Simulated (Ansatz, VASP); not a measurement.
One calculation of HfN, two programs

```
Hf N
1.0
     0.00000    2.21516    2.21516
     2.21516    0.00000    2.21516
     2.21516    2.21516    0.00000
Hf N
1 1
Cartesian
  0.0000 0.0000 0.0000
  2.2152 2.2152 2.2152
```

Alike in both runs: task single point; functional LDA; k mesh 11 × 11 × 11; occupations fermi-dirac, width 0.05 eV; no spin polarisation.

|  | VASP | Ansatz |
| --- | --- | --- |
| version | VASP 6.6.1 | Ansatz 0.2.0 |
| potentials or method | VASP PAW LDA potentials, release 64 (Hf_pv, N) | plane waves, PAW |
| plane-wave cutoff (eV) | 520 | 500 |
| valence electrons in the cell | 15 | 31 |

Ansatz gave:

```
pressure (GPa) : 8.1
```

Estimate VASP's values.

pressure (GPa): 7.0.

The two sets of potentials don't hold the same shells in valence.

The runs have no spin-orbit coupling, so splittings on Hf are missing.
